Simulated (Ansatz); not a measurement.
**In6Se6 sheet: levels of theory, part 1 of 2**

Aim: for In6Se6 sheet, compare levels of theory; the runs are relaxing the atoms and single point.

Computed with Ansatz 0.2.0 (DFT PBE+D3(BJ), scalar-relativistic, plane waves, PAW, and further levels as typed in the inputs, unless a step's input says otherwise).

**1. The system as given**

The structure is monoclinic, space group Cm (No. 8). The conventional cell has a = 6.928 Å, b = 4.040 Å, c = 40.020 Å, α = 90.00°, β = 90.00°, γ = 90.00°. Se (site symmetry m) is surrounded by 3 In at 2.65 to 2.66 Å. In (site symmetry m) is surrounded by 3 Se at 2.65 to 2.66 Å and 1 In at 2.79 Å. Only part of the 12 independent sites is listed.

Coordinates:

```
Se In
1.0
     4.04000    0.00000    0.00000
    -2.02000    3.46410    0.00000
     0.00000    0.00000   40.02000
Se In
6 6
Direct
  0.33333 0.66667 0.22489
  0.33333 0.66667 0.35932
  0.00000 0.00000 0.43278
  0.00000 0.00000 0.56722
  0.66667 0.33333 0.64068
  0.66667 0.33333 0.77511
  0.00000 0.00000 0.25725
  0.00000 0.00000 0.32696
  0.66667 0.33333 0.46514
  0.66667 0.33333 0.53486
  0.33333 0.66667 0.67304
  0.33333 0.66667 0.74275
```

**2. Relaxing the atoms: In6Se6 sheet, no spin**

input.yaml reads:

```yaml
crystal:
  lattice:
    - [4.04, 0.0, 0.0]
    - [-2.02, 3.4641016151, 0.0]
    - [0.0, 0.0, 40.02]
  atoms:
    - { symbol: Se, position: [0.3333333333, 0.6666666667, 0.2248875562] }
    - { symbol: In, position: [0.0, 0.0, 0.2572463768] }
    - { symbol: In, position: [0.0, 0.0, 0.3269615192] }
    - { symbol: Se, position: [0.3333333333, 0.6666666667, 0.3593203398] }
    - { symbol: Se, position: [0.0, 0.0, 0.4327836082] }
    - { symbol: In, position: [0.6666666667, 0.3333333333, 0.4651424288] }
    - { symbol: In, position: [0.6666666667, 0.3333333333, 0.5348575712] }
    - { symbol: Se, position: [0.0, 0.0, 0.5672163918] }
    - { symbol: Se, position: [0.6666666667, 0.3333333333, 0.6406796602] }
    - { symbol: In, position: [0.3333333333, 0.6666666667, 0.6730384808] }
    - { symbol: In, position: [0.3333333333, 0.6666666667, 0.7427536232] }
    - { symbol: Se, position: [0.6666666667, 0.3333333333, 0.7751124438] }
  periodic: [true, true, false]
scf:
  occupations: { method: gaussian, width: 0.02 }
  n_extra_bands: 6
output:
  forces: true
  stress: false
  write_density: true
  write_potential: true
  elf: true
  volumetric_format: npy
kpoints:
  mp_grid: { grid: [10, 10, 1] }
hamiltonian:
  xc: pbe
  dispersion: d3bj
relax:
  f_tol: 0.004
  max_steps: 100
```

On the command line:

```
$ ansatz run input.yaml --threads 8 --pin off --max-ram 24576MiB --backend cpu --events-out ev --progress --plain --runs-dir out
```

Standard output:

```text
Warning: crystal.periodic: the lattice vector that does not repeat stood 0.000° off the slab's normal, 40.020 Å along it as the deck builds it. The run solves the slab on a vector along the normal, 67.840 Å long, with every atom where it was (on the deck's vector they left 18.00 Å outside them, and the widest stretch free of ions among them is 2.94 Å). A fractional position that the run reports is one of the run's cell, which starts as this one, and not of the deck's: it goes into a deck with that cell's vectors. The slab on that cell runs as it stands in a deck that lists each atom with its symbol and moment, types crystal.periodic and leaves out crystal.checkpoint, crystal.saddle_side, crystal.structure_sha256, crystal.space_group, crystal.setting, crystal.reduce_to_primitive, crystal.supercell, crystal.defects and each atom's wyckoff. Where those keys changed the vectors of the plane, lay the indices of each lattice_plane and lattice_line anew on these rows. Along the normal they count this vector already. An outside_sphere can name other atoms there (type this run's as sites). In the order of the run's atom list the slab is: crystal.lattice: [[4.04, 0.0, 0.0], [-2.02, 3.4641016151, 0.0], [0.0, -0.0, 67.840000003504]]; position: [0.3333333333, 0.6666666667, 0.13266509431985765]; position: [0.0, 0.0, 0.15175412734381272]; position: [0.0, 0.0, 0.19288030656999042]; position: [0.3333333333, 0.6666666667, 0.21196933959394548]; position: [0.0, 0.0, 0.25530660376281555]; position: [0.6666666666999999, 0.3333333333, 0.2743956367867707]; position: [0.6666666666999999, 0.3333333333, 0.3155218160129483]; position: [0.0, 0.0, 0.3346108490369034]; position: [0.6666666666999999, 0.3333333333, 0.3779481132057735]; position: [0.3333333333, 0.6666666667, 0.3970371462297285]; position: [0.3333333333, 0.6666666667, 0.43816332545590625]; position: [0.6666666666999999, 0.3333333333, 0.45725235847986134];
Warning: RAYON_NUM_THREADS=8 ignored (pool sized by the plan → 8); use --threads N
crystal.periodic: the lattice vector that does not repeat stood 0.000° off the slab's normal, 40.020 Å along it as the deck builds it. The run solves the slab on a vector along the normal, 67.840 Å long, with every atom where it was (on the deck's vector they left 18.00 Å outside them, and the widest stretch free of ions among them is 2.94 Å). A fractional position that the run reports is one of the run's cell, which starts as this one, and not of the deck's: it goes into a deck with that cell's vectors. The slab on that cell runs as it stands in a deck that lists each atom with its symbol and moment, types crystal.periodic and leaves out crystal.checkpoint, crystal.saddle_side, crystal.structure_sha256, crystal.space_group, crystal.setting, crystal.reduce_to_primitive, crystal.supercell, crystal.defects and each atom's wyckoff. Where those keys changed the vectors of the plane, lay the indices of each lattice_plane and lattice_line anew on these rows. Along the normal they count this vector already. An outside_sphere can name other atoms there (type this run's as sites). In the order of the run's atom list the slab is: crystal.lattice: [[4.04, 0.0, 0.0], [-2.02, 3.4641016151, 0.0], [0.0, -0.0, 67.840000003504]]; position: [0.3333333333, 0.6666666667, 0.13266509431985765]; position: [0.0, 0.0, 0.15175412734381272]; position: [0.0, 0.0, 0.19288030656999042]; position: [0.3333333333, 0.6666666667, 0.21196933959394548]; position: [0.0, 0.0, 0.25530660376281555]; position: [0.6666666666999999, 0.3333333333, 0.2743956367867707]; position: [0.6666666666999999, 0.3333333333, 0.3155218160129483]; position: [0.0, 0.0, 0.3346108490369034]; position: [0.6666666666999999, 0.3333333333, 0.3779481132057735]; position: [0.3333333333, 0.6666666667, 0.3970371462297285]; position: [0.3333333333, 0.6666666667, 0.43816332545590625]; position: [0.6666666666999999, 0.3333333333, 0.45725235847986134];
scf.n_extra_bands = 6 over 87 filled bands (N_el = 174.0): the run solves 93 bands
Engine: ansatz 0.2.0, x86_64-unknown-linux-gnu
Pseudopotentials: kind: paw
Pseudopotential: Se, paw, valence charge 16, recommended cutoff 420 eV (normal), Se.paw.azcp
Pseudopotential: In, paw, valence charge 13, recommended cutoff 420 eV (normal), In.paw.azcp
Functional definition: PBE
  parameter kappa = 0.804
  parameter beta = 0.06672455060314922
  exchange = pbe_x(kappa = kappa, mu = beta*pi^2/3)
  correlation = pbe_c(beta = beta)
Crystal: 12 atoms, lattice volume = 949.419 Å³
Basis set: ecut = 420 eV, 18647 PW (Γ), exchange–correlation on 60×54×960 points (8 copies of the dense FFT grid, shifted against one another)
Bands: 93, of which v1, the nominal top of the filled ones, is band 87 counted from 1 (86 counted from 0)
Symmetry: 2 space group operations
Space group: Cm (ITA 8), of the structure as read, at distance tolerance 9.8e-5 Å
k-points: 31 of 100 (time reversal used)
Non-local potential: Se, projectors of the file, l = 0: 2, l = 1: 2, l = 2: 3, l = 3: 1
Non-local potential: In, projectors of the file, l = 0: 2, l = 1: 2, l = 2: 2, l = 3: 2
PAW form: soft (Blöchl's): semilocal exchange-correlation on the pseudo side does not see the compensation charge
PAW one-centre angular grid: Se, 590 points (default); XC on 64 Gauss nodes
PAW one-centre angular grid: In, 590 points (default); XC on 64 Gauss nodes
Initial density: superposition of atomic densities (neutral atoms: chi_scale 0, normalization atom), corrected by the library's trained network
Initial wavefunctions: pseudopotential atomic-orbital guess
Functional: x = pbe(κ = 0.804, μ = 0.2195149727645171), c = pbe(β = 0.06672455060314922)
SCF iter   1: F=—  HF=-66410.977737 eV  |F-HF|=—  |Δ(HF+E_count)|=         —  Δρ=1.20e-3  dr2=8.41e-2  ethr=1.77e-3  ⟨swp⟩=9.4  Hψ=14562  notcnv=0
preconditioner: auto → Resta (q_TF=auto, 2.056 Å⁻¹)  ε∞=2.1  [insulator: Δε(μ)=0.848 eV  Ē_g=12.202 eV  σ=0.020 eV  W_gap=1.00  n_scr=170 (ndim 8)  ℏωp=12.9 eV  f_vac=0.629  D(μ)=0.00/eV (n_scr^D=0)  ε∞_Penn≈2.1  vacuum switching on, ρ_ref=1.1e-2 e/Å³]
SCF iter   2: F=—  HF=-66410.978165 eV  |F-HF|=—  |Δ(HF+E_count)|=   4.27e-4  Δρ=1.02e-3  dr2=1.47e-1  ethr=4.84e-5  ⟨swp⟩=4.0  Hψ=6153  notcnv=0  defer=47
SCF iter   3: F=—  HF=-66410.964587 eV  |F-HF|=—  |Δ(HF+E_count)|=   1.36e-2  Δρ=3.56e-4  dr2=6.70e-3  ethr=4.84e-5  ⟨swp⟩=5.5  Hψ=3799  notcnv=0  defer=52
SCF iter   4: F=—  HF=-66410.964337 eV  |F-HF|=—  |Δ(HF+E_count)|=   2.49e-4  Δρ=1.84e-4  dr2=4.87e-4  ethr=3.85e-6  ⟨swp⟩=2.9  Hψ=4172  notcnv=0  defer=52
SCF iter   5: F=—  HF=-66410.964618 eV  |F-HF|=—  |Δ(HF+E_count)|=   2.81e-4  Δρ=9.15e-5  dr2=6.09e-4  ethr=2.80e-7  ⟨swp⟩=3.5  Hψ=5738  notcnv=0  defer=52
SCF iter   6: F=—  HF=-66410.964591 eV  |F-HF|=—  |Δ(HF+E_count)|=   2.67e-5  Δρ=5.23e-5  dr2=6.02e-5  ethr=2.80e-7  ⟨swp⟩=2.8  Hψ=3517  notcnv=0  defer=52
SCF iter   7: F=—  HF=-66410.964729 eV  |F-HF|=—  |Δ(HF+E_count)|=   1.37e-4  Δρ=2.11e-5  dr2=9.31e-6  ethr=3.46e-8  ⟨swp⟩=2.8  Hψ=5668  notcnv=0  defer=53
SCF iter   8: F=—  HF=-66410.964731 eV  |F-HF|=—  |Δ(HF+E_count)|=   2.29e-6  Δρ=1.31e-5  dr2=5.67e-6  ethr=5.35e-9  ⟨swp⟩=2.7  Hψ=4181  notcnv=0  defer=53
SCF iter   9: F=—  HF=-66410.964731 eV  |F-HF|=—  |Δ(HF+E_count)|=   3.57e-7  Δρ=7.75e-6  dr2=1.00e-6  ethr=3.26e-9  ⟨swp⟩=2.3  Hψ=3548  notcnv=0  defer=53
SCF iter  10: F=-66410.964731 eV  HF=-66410.964731 eV  |F-HF|=5.98e-8  |Δ(HF+E_count)|=   2.36e-7  Δρ=2.17e-6  dr2=8.67e-8  ethr=2.30e-10  ⟨swp⟩=13.0  Hψ=29744  notcnv=0
SCF 1 converged in 10 iterations: F = -66410.964731 eV  dr2 = 8.67e-8
  Residual-converged pass: ⟨swp⟩=1.0  Hψ=3008  notcnv=0  max |occ|·‖R‖ = 7.0e-9 eV (tolerance 1.0e-8 eV)  dr2=8.67e-8  dr2_onsite=2.89e-9  max |Δocc| = 2.1e-200
relax step   1: F+E_penalty+E_count = -66410.96473091 eV  Δ(F+E_penalty+E_count) = +0.000e0 eV  max|allowed force component| = 4.817e-2 eV/Å  Δτ_max = 0.0000 Å  (10 SCF iters, dr2 threshold 4.00e-7 eV, accepted)
[... from here on, the SCF cycles and remarks between the steps are left out ...]
relax step   2: F+E_penalty+E_count = -66410.96547911 eV  Δ(F+E_penalty+E_count) = -7.482e-4 eV  max|allowed force component| = 6.191e-2 eV/Å  Δτ_max = 0.0296 Å  (9 SCF iters, dr2 threshold 1.45e-7 eV, accepted)
relax step   3: F+E_penalty+E_count = -66410.96626324 eV  Δ(F+E_penalty+E_count) = -7.841e-4 eV  max|allowed force component| = 3.309e-3 eV/Å  Δτ_max = 0.0089 Å  (7 SCF iters, dr2 threshold 2.40e-7 eV, accepted)
relax step   4: F+E_penalty+E_count = -66410.96626326 eV  Δ(F+E_penalty+E_count) = -2.043e-8 eV  max|allowed force component| = 3.230e-3 eV/Å  Δτ_max = 0.0000 Å  (4 SCF iters, accepted)
relax step   5: F+E_penalty+E_count = -66410.96627978 eV  Δ(F+E_penalty+E_count) = -1.652e-5 eV  max|allowed force component| = 1.785e-3 eV/Å  Δτ_max = 0.0046 Å  (7 SCF iters, accepted)
relax step   6: F+E_penalty+E_count = -66410.96629089 eV  Δ(F+E_penalty+E_count) = -1.111e-5 eV  max|allowed force component| = 2.730e-3 eV/Å  Δτ_max = 0.0089 Å  (9 SCF iters, accepted)
relax step   7: F+E_penalty+E_count = -66410.96629812 eV  Δ(F+E_penalty+E_count) = -7.232e-6 eV  max|allowed force component| = 1.617e-3 eV/Å  Δτ_max = 0.0048 Å  (7 SCF iters, accepted)
NSCF: frozen V_eff on 31 k-points
the band table was solved once a step of the walk had ended and its energy, with any forces and stress, was formed, with the checks that follow a solve (14681 applications of the Hamiltonian). They found nothing against the state; the energy, forces and stress were not computed again (output.eigenvalues in the input reference)
SCF converged after 7 iterations
Free energy (F): -66410.966298 eV
Harris-Foulkes:  -66410.966298 eV  (|F-HF|=3.10e-9)
Internal energy: -66410.966298 eV  (E = F + TS)
E sigma→0 (E₀):  -66410.966298 eV
Fermi energy:    -5.074742 eV
--- Per-component energies (eV) ---
  E_band       = -4910.077379
  E_kinetic    = 2167.083127
  E_local      = -1723339.337719  (includes V_loc(G=0)·N_el)
  E_nonlocal   = -1371.156797
  E_hartree    = 859662.063932
  E_xc         = -1915.697966
  E_vxc        = -1182.841364  (∫ρ·V_xc dr)
  E_paw        = -36398.229522  (= ΣΔE_a)
  E_vpaw       = -507.878197  (= ΣTr[D̂ρ^β])
  E_aug_tail   = -0.003458  (compensation charges beyond the density's cutoff)
  E_ewald      = 834787.601134
  E_disp       = -3.289031  (pairwise vdW)
  E_smearing   = -0.000000  (= −TS)
  E_closure    = -0.000000  (closes the sum)
  Σ components = -66410.966298   (vs F -66410.966298, Δ=0.00e0)
--- Forces (eV/Å), atoms counted from 1 ---
  atom   1  Se     0.00000000     0.00033763     0.00021853
  atom   2  In    -0.00000000    -0.00045012     0.00138522
  atom   3  In    -0.00000000    -0.00089144    -0.00161744
  atom   4  Se     0.00000000     0.00108709     0.00018670
  atom   5  Se     0.00000000     0.00052019    -0.00032991
  atom   6  In    -0.00000000    -0.00077730     0.00059550
  atom   7  In    -0.00000000    -0.00106837    -0.00045593
  atom   8  Se     0.00000000     0.00134073     0.00068790
  atom   9  Se     0.00000000     0.00067419    -0.00092628
  atom  10  In    -0.00000000    -0.00086708     0.00159670
  atom  11  In    -0.00000000    -0.00067896    -0.00120861
  atom  12  Se     0.00000000     0.00077234    -0.00013519
  max |Σ_I F_I| component: 2.80e-6 eV/Å
--- Band table (eV; the first three rows and the last of 31) ---
  k-point 0: bands = ["-52.6853", "-52.6850", "-52.6801", "-52.6798", "-52.6798", "-52.6795", "-52.6731", "-52.6728", "-52.6610", "-52.6585", "-52.6577", "-52.6570", "-52.6552", "-52.6545", "-52.6502", "-52.6494", "-52.6475", "-52.6470", "-52.6467", "-52.6389", "-52.6311", "-52.6309", "-52.6188", "-52.6185", "-52.6037", "-52.6014", "-52.5918", "-52.5918", "-52.5894", "-52.5800", "-20.0364", "-20.0224", "-20.0099", "-19.8506", "-19.8484", "-19.8387", "-19.8365", "-19.8262", "-19.8239", "-19.7670", "-19.7638", "-19.7581", "-19.7577", "-19.7574", "-19.7554", "-19.7454", "-19.7434", "-19.7432", "-19.7419", "-19.7301", "-19.7285", "-19.5817", "-19.5807", "-19.5698", "-19.5688", "-19.5568", "-19.5558", "-19.5557", "-19.5400", "-19.5280", "-18.7187", "-18.6580", "-18.4706", "-18.4436", "-18.3548", "-18.3047", "-11.5285", "-11.3852", "-11.2570", "-9.4367", "-9.0928", "-8.7644", "-6.6286", "-6.6082", "-6.5936", "-6.5627", "-6.5290", "-6.4436", "-6.4261", "-6.3885", "-6.3830", "-6.3704", "-6.3571", "-6.3314", "-6.3082", "-6.1206", "-5.5512", "-4.6545", "-4.1445", "-3.6803", "-3.1351", "-3.0753", "-3.0450"]
[... 3 lines left out ...]
--- Relaxed structure (7 steps of the walk, 7 accepted, 0 SCFs on fresh bases) ---
  F+E_penalty+E_count = -66410.96629812 eV   max|allowed force component| = 1.617e-3 eV/Å
  cell:  # Å, volume = 949.4188 Å³
    - [4.04, 0.0, 0.0]
    - [-2.02, 3.4641016151, 0.0]
    - [0.0, -0.0, 67.840000003504]
  atoms:
    - { symbol: Se, position: [0.3377518893387713, 0.6755037786775427, 0.13233181125979218] }
    - { symbol: In, position: [0.0031791290661407363, 0.006358258132281473, 0.15146939453773448] }
    - { symbol: In, position: [0.0030450818226481105, 0.006090163645296222, 0.19265178408646058] }
    - { symbol: Se, position: [0.3376566909872395, 0.6753133819744791, 0.21173860263596794] }
    - { symbol: Se, position: [0.0006514482501380033, 0.0013028965002760066, 0.2553195714472443] }
    - { symbol: In, position: [0.666049002905246, 0.3320980058104923, 0.2743653478761262] }
    - { symbol: In, position: [0.6659668581641753, 0.3319337163283508, 0.31552681148777284] }
    - { symbol: Se, position: [0.0005708262678191418, 0.0011416525356382837, 0.3346004423000405] }
    - { symbol: Se, position: [0.6635712719757119, 0.32714254395142406, 0.3782051052125874] }
    - { symbol: In, position: [0.3289703187021069, 0.6579406374042139, 0.3972652629980117] }
    - { symbol: In, position: [0.32901145785200503, 0.6580229157040102, 0.4384460141376639] }
    - { symbol: Se, position: [0.6635760246679974, 0.3271520493359949, 0.4575845688189122] }
```

Wall time 2.7 min (8 threads of Intel Xeon 6975P-C (Granite Rapids), shared host); peak memory 5.1 GiB.

Step by step:

```
step  E - E(step 1) (eV/cell)  largest force component (eV/Å)
   1                   0.0000                          0.0482
   2                  -0.0007                          0.0619
   3                  -0.0015                          0.0033
   4                  -0.0015                          0.0032
   5                  -0.0015                          0.0018
   6                  -0.0016                          0.0027
   7                  -0.0016                          0.0016
```

Step 1 is the start.

The maps below are laid out on this run's own conventional cell (a, b, c = 6.928, 4.040, 67.840 Å).

Density in a lattice plane of the grid's cell (edges 6.93 and 67.84 Å, at 0.000 of the third edge), which holds Se and In.

Ten even steps from '0' (0.00 e/Å³) to '9' (16.09 e/Å³):
```
000000
000000
700000
300000
900000
000000
000000
000060
004000
000000
000000
000000
000000
000000
000000
000000
000000
000000
000000
000000
```
Columns run along the first of these edges and rows up along the second, over one cell in 6 and 20 even steps from the bottom left corner. Atoms in the plane (fractional): Se at (0.66, 0.87), In at (1.00, 0.85), In at (1.00, 0.81), Se at (0.66, 0.79), Se at (1.00, 0.74), In at (0.33, 0.73), In at (0.33, 0.68), Se at (1.00, 0.67), Se at (0.34, 0.62), In at (0.67, 0.60), In at (0.67, 0.56), Se at (0.34, 0.54).

ELF in the same plane.

Ten even steps from ' ' (0.00) to '@' (0.86):
```
            
      ..==  
  ::  ==##::
  ::  **%%==
++%%..    %%
  ==--==    
@@--      ++
  ::++::  ::
  ##++##::..
            
            
            
            
            
            
            
            
            
            
            
```
Columns run along the first of these edges and rows up along the second, over one cell in 6 and 20 even steps from the bottom left corner. Atoms in the plane (fractional): Se at (0.66, 0.87), In at (1.00, 0.85), In at (1.00, 0.81), Se at (0.66, 0.79), Se at (1.00, 0.74), In at (0.33, 0.73), In at (0.33, 0.68), Se at (1.00, 0.67), Se at (0.34, 0.62), In at (0.67, 0.60), In at (0.67, 0.56), Se at (0.34, 0.54).

Both are smooth fields of the valence electrons: close to the nuclei they are not physical.

Maxima of ELF outside the ion cores: 0.88 beside Se, off the lines to its neighbours, 0.9 Å from Se; 0.81 on the Se–In line, 0.9 Å from Se; 0.81 in the shell around Se, 0.8 Å from Se.

**3. Single point: LDA**

It takes the final geometry of step 2.

input.yaml reads:

```yaml
crystal:
  lattice:
    - [4.04, 0.0, 0.0]
    - [-2.02, 3.4641016151, 0.0]
    - [0.0, 0.0, 67.8400000035]
  atoms:
    - { symbol: Se, position: [0.3377518893, 0.6755037787, 0.1323318113] }
    - { symbol: In, position: [0.0031791291, 0.0063582581, 0.1514693945] }
    - { symbol: In, position: [0.0030450818, 0.0060901636, 0.1926517841] }
    - { symbol: Se, position: [0.337656691, 0.675313382, 0.2117386026] }
    - { symbol: Se, position: [0.0006514483, 0.0013028965, 0.2553195714] }
    - { symbol: In, position: [0.6660490029, 0.3320980058, 0.2743653479] }
    - { symbol: In, position: [0.6659668582, 0.3319337163, 0.3155268115] }
    - { symbol: Se, position: [0.0005708263, 0.0011416525, 0.3346004423] }
    - { symbol: Se, position: [0.663571272, 0.327142544, 0.3782051052] }
    - { symbol: In, position: [0.3289703187, 0.6579406374, 0.397265263] }
    - { symbol: In, position: [0.3290114579, 0.6580229157, 0.4384460141] }
    - { symbol: Se, position: [0.6635760247, 0.3271520493, 0.4575845688] }
  periodic: [true, true, false]
scf:
  occupations: { method: gaussian, width: 0.01 }
  n_extra_bands: 6
output:
  eigenvalues: true
  eigenstates: { kpoints: [[0.0, 0.0, 0.0]], top_band: c3, e_range: [-3, 4] }
kpoints:
  mp_grid: { grid: [10, 10, 1] }
hamiltonian:
  xc: lda
```

On the command line:

```
$ ansatz run input.yaml --threads 8 --pin off --max-ram 24576MiB --backend cpu --events-out ev --progress --plain --runs-dir out
```

Standard output, shortened:

```text
Warning: RAYON_NUM_THREADS=8 ignored (pool sized by the plan → 8); use --threads N
scf.n_extra_bands = 6 over 87 filled bands (N_el = 174.0): the run solves 93 bands
[...]
Pseudopotentials: kind: paw
Pseudopotential: Se, paw, valence charge 16, recommended cutoff 420 eV (normal), Se.paw.azcp
Pseudopotential: In, paw, valence charge 13, recommended cutoff 420 eV (normal), In.paw.azcp
Functional definition: SPW92
[...]
Crystal: 12 atoms, lattice volume = 949.419 Å³
[...]
SCF iter   1: F=—  HF=-65048.044053 eV  |F-HF|=—  |Δ(HF+E_count)|=         —  Δρ=4.17e-3  dr2=2.75e-1  ethr=1.77e-3  ⟨swp⟩=9.5  Hψ=14688  notcnv=0
[...]
SCF iter  12: F=-65047.983486 eV  HF=-65047.983487 eV  |F-HF|=5.31e-8  |Δ(HF+E_count)|=   9.14e-9  Δρ=1.59e-6  dr2=6.89e-8  ethr=5.75e-11  ⟨swp⟩=12.0  Hψ=9237  notcnv=0
[...]
NSCF: frozen V_eff on 1 k-points
SCF converged after 12 iterations
Free energy (F): -65047.983486 eV
[...]
E sigma→0 (E₀):  -65047.983486 eV
Fermi energy:    -5.382369 eV
[...]
--- Band table (eV; the first three rows and the last of 31) ---
[...]
```

Wall time 34 s (8 threads of Intel Xeon 6975P-C (Granite Rapids), shared host); peak memory 4.5 GiB.

**4. Single point: PBE**

It takes the final geometry of step 2.

input.yaml: that of step 3 with these lines changed.

```diff
@@ -28,2 +28,2 @@
 hamiltonian:
-  xc: lda
+  xc: pbe
```

On the command line:

```
$ ansatz run input.yaml --threads 8 --pin off --max-ram 24576MiB --backend cpu --events-out ev --progress --plain --runs-dir out
```

Standard output, shortened:

```text
Warning: RAYON_NUM_THREADS=8 ignored (pool sized by the plan → 8); use --threads N
scf.n_extra_bands = 6 over 87 filled bands (N_el = 174.0): the run solves 93 bands
[...]
Pseudopotentials: kind: paw
Pseudopotential: Se, paw, valence charge 16, recommended cutoff 420 eV (normal), Se.paw.azcp
Pseudopotential: In, paw, valence charge 13, recommended cutoff 420 eV (normal), In.paw.azcp
Functional definition: PBE
[...]
Crystal: 12 atoms, lattice volume = 949.419 Å³
[...]
SCF iter   1: F=—  HF=-66407.690421 eV  |F-HF|=—  |Δ(HF+E_count)|=         —  Δρ=1.20e-3  dr2=8.33e-2  ethr=1.77e-3  ⟨swp⟩=9.5  Hψ=14624  notcnv=0
[...]
SCF iter  10: F=-66407.677436 eV  HF=-66407.677436 eV  |F-HF|=2.44e-8  |Δ(HF+E_count)|=   1.78e-7  Δρ=2.14e-6  dr2=8.57e-8  ethr=5.75e-11  ⟨swp⟩=11.3  Hψ=12993  notcnv=0
[...]
NSCF: frozen V_eff on 1 k-points
SCF converged after 10 iterations
Free energy (F): -66407.677436 eV
[...]
E sigma→0 (E₀):  -66407.677436 eV
Fermi energy:    -5.074712 eV
[...]
--- Band table (eV; the first three rows and the last of 31) ---
[...]
```

Wall time 31 s (8 threads of Intel Xeon 6975P-C (Granite Rapids), shared host); peak memory 4.6 GiB.

(Continued in part 2 of 2.)
